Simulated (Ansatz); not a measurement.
# TiAl2: a hydrostatic pressure series

An exercise on one series of results from a longer session: the logs are not shown, and one member is left open.

Program: Ansatz 0.2.0. Level of theory: DFT r2SCAN, scalar-relativistic, plane waves, PAW. These are calculated values, not measurements.

2 further runs of the same task are left out: 2 set aside as unsound or not needed.

## The structure to begin with

Symmetry: Cmmm, No. 65, orthorhombic system. Conventional cell: a = 3.913 Å, b = 12.068 Å, c = 3.993 Å, α = 90.00°, β = 90.00°, γ = 90.00°. Ti (site symmetry m2m) is surrounded by 10 Al at 2.72 to 2.87 Å and 2 Ti at 2.99 Å. Al (site symmetry mmm) is surrounded by 4 Ti at 2.72 Å and 8 Al at 2.80 to 2.88 Å. Al (site symmetry m2m) is surrounded by 6 Al at 2.71 to 2.88 Å and 6 Ti at 2.80 to 2.87 Å. Around Al (site symmetry mmm) lie 4 Ti at 2.75 Å and 8 Al at 2.80 to 2.86 Å.

Structure file:

```cif
data_structure
_symmetry_space_group_name_H-M 'Cmmm'
_symmetry_Int_Tables_number 65
_cell_length_a 3.9134
_cell_length_b 12.0679
_cell_length_c 3.9929
_cell_angle_alpha 90.000
_cell_angle_beta 90.000
_cell_angle_gamma 90.000
_cell_volume 188.57
loop_
_atom_site_label
_atom_site_type_symbol
_atom_site_symmetry_multiplicity
_atom_site_Wyckoff_symbol
_atom_site_fract_x
_atom_site_fract_y
_atom_site_fract_z
_atom_site_occupancy
Ti1 Ti 4 i 0.50000 0.84358 0.00000 1
Al1 Al 2 a 0.00000 0.00000 0.00000 1
Al2 Al 4 j 0.50000 0.67258 0.50000 1
Al3 Al 2 c 0.50000 0.00000 0.50000 1
```

It is the result of an earlier relaxation at this level (volume 15.71 Å³/atom; gap on the mesh: none (metal)).

The first run:

input.yaml

```yaml
crystal:
  lattice:
    - [1.9752324087, -6.0911689736, 0.0]
    - [1.9752324087, 6.0911689736, 0.0]
    - [0.0, 0.0, 4.0307313746]
  atoms:
    - { symbol: Ti, position: [0.6564175582, 0.3435824418, 0.0] }
    - { symbol: Ti, position: [0.3435824418, 0.6564175582, 0.0] }
    - { symbol: Al, position: [0.0, 0.0, 0.0] }
    - { symbol: Al, position: [0.8274221862, 0.1725778138, 0.5] }
    - { symbol: Al, position: [0.1725778138, 0.8274221862, 0.5] }
    - { symbol: Al, position: [0.5, 0.5, 0.5] }
basis:
  ecutwfc: 500
kpoints:
  mp_grid: { grid: [10, 10, 10] }
hamiltonian:
  xc: r2scan
scf:
  occupations: { method: gaussian, width: 0.1 }
output:
  forces: true
  stress: true
  eigenvalues: true
relax:
  adjacent_minimum: "off"
  f_tol: 0.008
  max_steps: 50
  cell: { stress_tol: 0.08, p_target: -3.0 }
```

The run is started by

```sh
> ansatz run input.yaml --threads 1 --pin off --max-ram 2560MiB --backend cpu --events-out ev --progress --plain --runs-dir out
```

Steps of the session up to this table: Target pressure -3 GPa; Target pressure 3 GPa; Relaxing at 8 GPa; 15 GPa; Relaxing at 30 GPa; 60 GPa.

One table of the session follows, with a row left open; its other results are not shown here.

| P (GPa) | V (Å³/atom) | a (Å) | b (Å) | c (Å) | ΔH (eV/atom) |
| --- | --- | --- | --- | --- | --- |
| -3 | 16.14 | 6.399 | 6.399 | 4.030 | -0.298 |
| 0 | 15.71 | 6.343 | 6.343 | 3.993 | 0.000 |
| 3 | ? | ? | ? | ? | ? |
| 8 | 14.79 | 6.220 | 6.220 | 3.910 | 0.760 |
| 15 | 14.16 | 6.133 | 6.133 | 3.851 | 1.392 |
| 30 | 13.13 | 5.986 | 5.986 | 3.749 | 2.667 |
| 60 | 11.74 | 5.776 | 5.776 | 3.605 | 4.985 |

**Question.** Estimate the row for P (GPa) = 3.

Worked estimate for «V (Å³/atom)». A straight line through the neighbours (0, 15.71) and (8, 14.79) gives 15.71 + (14.79 − 15.71) × (3 − 0) / (8 − 0) = 15.37; a parabola fitted to 4 rows on both sides gives 15.34.

As computed: V (Å³/atom): 15.34; a (Å): 6.293; b (Å): 6.293; c (Å): 3.959; ΔH (eV/atom): 0.291. In «V (Å³/atom)» the line misses by +0.03 and the parabola by 0.00.

ΔH is E + PV over the energy at zero pressure; a, b and c are the vectors of the computed cell. 

Caveats from the session: Other structures may take over in this range; these runs cannot find them.
